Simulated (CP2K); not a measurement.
# Ga (I4/mmm) in CP2K: reference runs

How does Ga come out in PBEsol? The cell is run as given and disturbed.

Program: CP2K 2026.2. These are calculated values, not measurements. Logs are shortened: lines on timing, memory, paths and dates and some standing lists are left out, and cuts for length are marked.

## (1) The structure

The structure is tetragonal, space group I4/mmm (No. 139). The conventional cell has a = 2.769 Å, b = 2.769 Å, c = 4.622 Å, α = 90.00°, β = 90.00°, γ = 90.00°. Ga (site symmetry 4/mmm) has 12 Ga at 2.77 to 3.03 Å as nearest neighbours.

This isn't the form of Ga at room conditions, which is orthorhombic.

## (2) Single point, PBEsol

ga_scf.inp reads:

```
&GLOBAL
  PROJECT ga_scf
  RUN_TYPE ENERGY_FORCE
  PRINT_LEVEL LOW
&END GLOBAL
&FORCE_EVAL
  METHOD QS
  STRESS_TENSOR ANALYTICAL
  &DFT
    BASIS_SET_FILE_NAME BASIS_MOLOPT_UZH
    POTENTIAL_FILE_NAME POTENTIAL_UZH
    &MGRID
      CUTOFF 450
      REL_CUTOFF 60
      NGRIDS 4
    &END MGRID
    &QS
      METHOD GPW
      EPS_DEFAULT 1.0E-10
    &END QS
    &KPOINTS
      SCHEME MONKHORST-PACK 13 13 13
      GAMMA_CENTERED T
      SYMMETRY T
      SYMMETRY_BACKEND SPGLIB
    &END KPOINTS
    &SCF
      SCF_GUESS ATOMIC
      EPS_SCF 1.0E-6
      MAX_SCF 100
      ADDED_MOS 8
      CHOLESKY OFF
      EPS_EIGVAL 1.0E-7
      &DIAGONALIZATION ON
        ALGORITHM STANDARD
      &END DIAGONALIZATION
      &MIXING ON
        METHOD BROYDEN_MIXING
        ALPHA 0.4
        BETA 1.5
        NBUFFER 8
      &END MIXING
      &SMEAR ON
        METHOD FERMI_DIRAC
        ELECTRONIC_TEMPERATURE [K] 580.226
      &END SMEAR
    &END SCF
    &XC
      &XC_FUNCTIONAL
        &GGA_X_PBE_SOL
        &END GGA_X_PBE_SOL
        &GGA_C_PBE_SOL
        &END GGA_C_PBE_SOL
      &END XC_FUNCTIONAL
    &END XC
    &PRINT
      &KPOINTS ON
      &END KPOINTS
      &MULLIKEN ON
      &END MULLIKEN
      &MO ON
        ENERGIES T
        OCCUPATION_NUMBERS T
        &EACH
          QS_SCF 0
        &END EACH
        ADD_LAST NUMERIC
      &END MO
      &LOWDIN ON
      &END LOWDIN
      &HIRSHFELD ON
        SHAPE_FUNCTION DENSITY
      &END HIRSHFELD
      &E_DENSITY_CUBE ON
        STRIDE 1
      &END E_DENSITY_CUBE
      &V_HARTREE_CUBE ON
        STRIDE 1
      &END V_HARTREE_CUBE
      &ELF_CUBE ON
        STRIDE 1
      &END ELF_CUBE
    &END PRINT
  &END DFT
  &SUBSYS
    &CELL
      ABC 3.0290056540 3.0290056540 3.0290056540
      ALPHA_BETA_GAMMA 125.6065284417 125.6065284414 80.5358051256
      PERIODIC XYZ
    &END CELL
    &COORD
      SCALED
      Ga  0.0000000000 0.0000000000 0.0000000000
    &END COORD
    &KIND Ga
      BASIS_SET TZVP-MOLOPT-PBE-GTH-q13
      POTENTIAL GTH-PBE-q13
    &END KIND
    &PRINT
      &ATOMIC_COORDINATES ON
      &END ATOMIC_COORDINATES
      &CELL ON
      &END CELL
    &END PRINT
  &END SUBSYS
  &PRINT
    &FORCES ON
    &END FORCES
    &STRESS_TENSOR ON
    &END STRESS_TENSOR
  &END PRINT
&END FORCE_EVAL
```

Potentials or basis: POTENTIAL_UZH Ga GTH-PBE-q13; TZVP-MOLOPT-PBE-GTH basis.

Run with:

```
$ OMP_NUM_THREADS=1 cp2k.psmp -i ga_scf.inp -o ga_scf.out
```

ga_scf.out:

```text

 CP2K| version string:                                       CP2K version 2026.2
 CP2K| Input file name                                                ga_scf.inp

 GLOBAL| Force Environment number                                              1
 GLOBAL| Basis set file name                                    BASIS_MOLOPT_UZH
 GLOBAL| Potential file name                                       POTENTIAL_UZH
 GLOBAL| MM Potential file name                                     MM_POTENTIAL
 GLOBAL| Coordinate file name                                      __STD_INPUT__
 GLOBAL| Method name                                                        CP2K
 GLOBAL| Project name                                                     ga_scf
 GLOBAL| Run type                                                   ENERGY_FORCE
 GLOBAL| FFT library                                                       FFTW3
[... 8 lines left out ...]
 GLOBAL| CPU model name                                                  UNKNOWN

 CELL| Volume [angstrom^3]:                                            17.718395
 CELL| Vector a [angstrom]:       3.029     0.000     0.000   |a| =     3.029006
 CELL| Vector b [angstrom]:       0.498     2.988     0.000   |b| =     3.029006
 CELL| Vector c [angstrom]:      -1.764    -1.494     1.958   |c| =     3.029006
 CELL| Angle (b,c), alpha [degree]:                                   125.606528
 CELL| Angle (a,c), beta  [degree]:                                   125.606528
 CELL| Angle (a,b), gamma [degree]:                                    80.535805
 CELL| Numerically orthorhombic:                                              NO
 CELL| Periodicity                                                           XYZ

 CELL_REF| Volume [angstrom^3]:                                        17.718395
 CELL_REF| Vector a [angstrom     3.029     0.000     0.000   |a| =     3.029006
 CELL_REF| Vector b [angstrom     0.498     2.988     0.000   |b| =     3.029006
 CELL_REF| Vector c [angstrom    -1.764    -1.494     1.958   |c| =     3.029006
 CELL_REF| Angle (b,c), alpha [degree]:                               125.606528
 CELL_REF| Angle (a,c), beta  [degree]:                               125.606528
 CELL_REF| Angle (a,b), gamma [degree]:                                80.535805
 CELL_REF| Numerically orthorhombic:                                          NO
 CELL_REF| Periodicity                                                       XYZ
[... 9 lines left out ...]
 TOTAL NUMBERS AND MAXIMUM NUMBERS

  Total number of            - Atomic kinds:                                   1
                             - Atoms:                                          1
                             - Shell sets:                                     1
                             - Shells:                                        10
                             - Primitive Cartesian functions:                  6
                             - Cartesian basis functions:                     40
                             - Spherical basis functions:                     34

  Maximum angular momentum of the orbital basis functions:                     3

 MODULE QUICKSTEP: ATOMIC COORDINATES IN ANGSTROM

   Atom Kind Element         X             Y             Z       Z(eff)     Mass
      1    1 Ga   31      0.000000      0.000000      0.000000  13.0000  69.7230

 SCF PARAMETERS         Density guess:                                    ATOMIC
[... 9 lines left out ...]
                        --------------------------------------------------------
                        level_shift [a.u.]:                             0.000000
                        added MOs                                         8    0
                        --------------------------------------------------------
                        Mixing method:                            BROYDEN_MIXING
                                                charge density mixing in g-space
                        --------------------------------------------------------
                        Smear method:                                FERMI_DIRAC
                        Electronic temperature [K]:                        580.2
                        Electronic temperature [a.u.]:                  1.84E-03
                        Accuracy threshold:                             1.00E-10
                        --------------------------------------------------------
                        No outer SCF

 *******************************************************************************
                                    Kpoints
 *******************************************************************************
 BRILLOUIN| K-point scheme                                        Monkhorst-Pack
 BRILLOUIN| K-Point grid                                            13   13   13
[... 58 lines left out ...]
 Number of independent orbital functions:                                     34

 SCF WAVEFUNCTION OPTIMIZATION

  Step     Update method      Time    Convergence         Total energy    Change
  ------------------------------------------------------------------------------
     1 NoMix/Diag. 0.40E+00   15.1     0.71892374       -74.5391661945 -7.45E+01
     2 Broy./Diag. 0.40E+00   10.1     0.00590050       -74.6128512772 -7.37E-02
     3 Broy./Diag. 0.40E+00   10.1     0.01199809       -74.4978769232  1.15E-01
     4 Broy./Diag. 0.40E+00   10.1     0.00322348       -74.4298864157  6.80E-02
     5 Broy./Diag. 0.40E+00   10.1     0.00080681       -74.4333725638 -3.49E-03
     6 Broy./Diag. 0.40E+00   10.0     0.00149212       -74.4345976586 -1.23E-03
     7 Broy./Diag. 0.40E+00   10.1     0.00005623       -74.4342827976  3.15E-04
     8 Broy./Diag. 0.40E+00   10.3     0.00006743       -74.4341857938  9.70E-05
     9 Broy./Diag. 0.40E+00   10.0     0.00002248       -74.4341984962 -1.27E-05
    10 Broy./Diag. 0.40E+00   10.0     0.00000295       -74.4342013089 -2.81E-06
    11 Broy./Diag. 0.40E+00   10.1     0.00000167       -74.4342013949 -8.60E-08
    12 Broy./Diag. 0.40E+00    9.6     0.00000018       -74.4342017895 -3.95E-07

  *** SCF run converged in    12 steps ***

  Electronic density on regular grids:        -12.9999999639        0.0000000361
  Core density on regular grids:               12.9999999990       -0.0000000010
  Total charge density on r-space grids:        0.0000000351
  Total charge density g-space grids:           0.0000000351

  Overlap energy of the core charge distribution:               0.00000000000282
  Self energy of the core charge distribution:                -97.29388127124669
  Core Hamiltonian energy:                                     29.17514735345661
  Hartree energy:                                               3.70533429782087
  Exchange-correlation energy:                                -10.02069397858521
  Electronic entropic energy:                                  -0.00010819089657
  Fermi energy:                                                 0.22513903606710

  Total energy:                                               -74.43420178946867
  Total energy (extrapolated to T->0):                        -74.43414769402040

 MO| EIGENVALUES AND OCCUPATION NUMBERS FOR K POINT 1
 MO|
 MO|  Index      Eigenvalue [a.u.]        Eigenvalue [eV]             Occupation
 MO|      1              -0.323514              -8.803274               2.000000
 MO|      2              -0.319632              -8.697619               2.000000
 MO|      3              -0.306260              -8.333755               2.000000
 MO|      4              -0.305566              -8.314879               2.000000
 MO|      5              -0.305095              -8.302051               2.000000
 MO|      6               0.038941               1.059629               2.000000
 MO|      7               0.123835               3.369728               2.000000
 MO|      8               0.432550              11.770293               0.000000
 MO|      9               0.445234              12.115429               0.000000
 MO|     10               0.694360              18.894495               0.000000
 MO|     11               0.728434              19.821699               0.000000
 MO|     12               1.333187              36.277859               0.000000
 MO|     13               1.393439              37.917406               0.000000
[... 266 lines left out ...]
 MO|      4              -0.305712              -8.318860               2.000000
 MO|      5              -0.305079              -8.301635               2.000000
 MO|      6              -0.001106              -0.030100               2.000000
 MO|      7               0.164089               4.465083               2.000000
 MO|      8               0.439078              11.947914               0.000000
 MO|      9               0.501561              13.648157               0.000000
 MO|     10               0.644963              17.550330               0.000000
 MO|     11               0.716339              19.492570               0.000000
 MO|     12               1.367467              37.210658               0.000000
 MO|     13               1.368031              37.226014               0.000000
 MO|     14               1.466687              39.910573               0.000000
 MO|     15               1.512780              41.164837               0.000000
 MO| Sum:                                                              14.000000
 MO| E(Fermi):            0.225139 a.u.          6.126345 eV

 [... the levels of further k-points ...]

 The electron density is written in Cube    file format to the file:

 ga_scf-ELECTRON_DENSITY-1_0.cube

 !-----------------------------------------------------------------------------!
                     Mulliken Population Analysis

 #  Atom  Element  Kind  Atomic population                           Net charge
       1     Ga       1         13.000000                              0.000000
 # Total charge                             13.000000                  0.000000

 !-----------------------------------------------------------------------------!

 !-----------------------------------------------------------------------------!
                           Hirshfeld Charges

  #Atom  Element  Kind  Ref Charge     Population                    Net charge
      1       Ga     1      13.000         13.000                        -0.000

  Total Charge                                                           -0.000
 !-----------------------------------------------------------------------------!

 LOWDIN POPULATION ANALYSIS

 #  Atom  Element  Kind  Atomic population                           Net charge
       1     Ga       1         13.000000                             -0.000000
 # Total charge                             13.000000                 -0.000000

               ----- ELF is computed on the real space grid -----

 ELF is written in Cube    file format to the file:

 ga_scf-ELF_S1-1_0.cube

 ENERGY| Total FORCE_EVAL ( QS ) energy [hartree]            -74.434201842009074

 FORCES| Atomic forces [hartree/bohr]
 FORCES|   Atom     x               y               z               |f|
 FORCES|      1 -1.30768651E-14 -7.66122463E-15 -5.91507195E-15   1.62691992E-14
 FORCES| Sum    -1.30768651E-14 -7.66122463E-15 -5.91507195E-15
 FORCES| Total atomic force                                       1.62691992E-14

 STRESS| Analytical stress tensor [bar]
 STRESS|                        x                   y                   z
 STRESS|      x        3.47592516823E+03   2.04710695511E+02  -6.32480117402E+02
 STRESS|      y        2.04710695511E+02   3.40291514267E+03  -5.31194032078E+02
 STRESS|      z       -6.32480117402E+02  -5.31194032078E+02   3.19074422764E+03
 STRESS| 1/3 Trace                                             3.35652817951E+03
 STRESS| Determinant                                           3.54027877309E+10

 STRESS| Eigenvectors and eigenvalues of the analytical stress tensor [bar]
 STRESS|                        1                   2                   3
 STRESS| Eigenvalues   2.56212540937E+03   3.23148086755E+03   4.27597826162E+03
 STRESS|      x           0.463423434163     -0.643102327144      0.609637693626
 STRESS|      y           0.389905039926      0.765779938545      0.511424623540
 STRESS|      z           0.795746681117     -0.000694653918     -0.605629207476
```

It took 2.5 min on 1 thread of Arm Neoverse V2, shared host; peak memory 0.3 GiB.

What came out:

| Item | Value |
| --- | --- |
| Free energy | -2025.4576 eV |
| Pressure | 0.3 GPa |
| Band gap on the k mesh | none (metal or under the smearing width) |

Stress tensor (GPa, compression positive):
```
 0.35  0.02 -0.06
 0.02  0.34 -0.05
-0.06 -0.05  0.32
```

Levels at points of the mesh, in eV from the Fermi level:
```
           k point  band 4  band 5  band 6  band 7  band 8  band 9
(0.00, 0.00, 0.00)  -14.63  -14.48  -11.51   12.61   12.97   12.97
```

Caveat: the potentials were made for another functional, which shifts forces and pressure; the basis of atomic orbitals isn't converged, which shifts pressures, moduli and gaps.

## (3) Single point, PBEsol (cell strained at random at fixed volume)

Edit ga_scf.inp of step 2 so:

```diff
@@ -14,3 +14,3 @@
       REL_CUTOFF 60
-      NGRIDS 4
+      NGRIDS 5
     &END MGRID
@@ -73,11 +73,2 @@
       &END HIRSHFELD
-      &E_DENSITY_CUBE ON
-        STRIDE 1
-      &END E_DENSITY_CUBE
-      &V_HARTREE_CUBE ON
-        STRIDE 1
-      &END V_HARTREE_CUBE
-      &ELF_CUBE ON
-        STRIDE 1
-      &END ELF_CUBE
     &END PRINT
@@ -86,4 +77,5 @@
     &CELL
-      ABC 3.0290056540 3.0290056540 3.0290056540
-      ALPHA_BETA_GAMMA 125.6065284417 125.6065284414 80.5358051256
+      A 2.9796411215 0.0000000000 0.0000000000
+      B 0.5091087840 2.9854003081 0.0000000000
+      C -1.7241639600 -1.4924828950 1.9918547640
       PERIODIC XYZ
@@ -92,3 +84,3 @@
       SCALED
-      Ga  0.0000000000 0.0000000000 0.0000000000
+      Ga  0.0001720000 0.0118810000 0.0118730000
     &END COORD
```

Potentials or basis: POTENTIAL_UZH Ga GTH-PBE-q13; TZVP-MOLOPT-PBE-GTH basis.

Run with:

```
$ OMP_NUM_THREADS=1 cp2k.psmp -i ga_scf.inp -o ga_scf.out
```

Wall time 3.8 min (1 thread of Arm Neoverse V2, shared host); peak memory 0.38 GiB.

It converged, with:

```yaml
Free_energy: -2025.4606 eV
Pressure: 0.7 GPa
Band_gap_on_the_k_mesh: none (metal or under the smearing width)
```

Stress tensor (GPa, compression positive):
```
 0.31 -0.01 -0.28
-0.01  0.65  0.06
-0.28  0.06  1.03
```

Levels at points of the mesh, in eV from the Fermi level:
| k point | band 2 | band 3 | band 4 | band 5 | band 6 | band 7 | band 8 | band 9 | band 10 | band 11 |
| --- | --- | --- | --- | --- | --- | --- | --- | --- | --- | --- |
| (0.00, 0.00, 0.00) | -14.65 | -14.63 | -14.61 | -14.47 | -11.50 | 12.60 | 12.88 | 13.15 | 16.86 | 17.64 |

Caveat: the potentials were made for another functional, which shifts forces and pressure; the basis of atomic orbitals isn't converged, which shifts pressures, moduli and gaps.
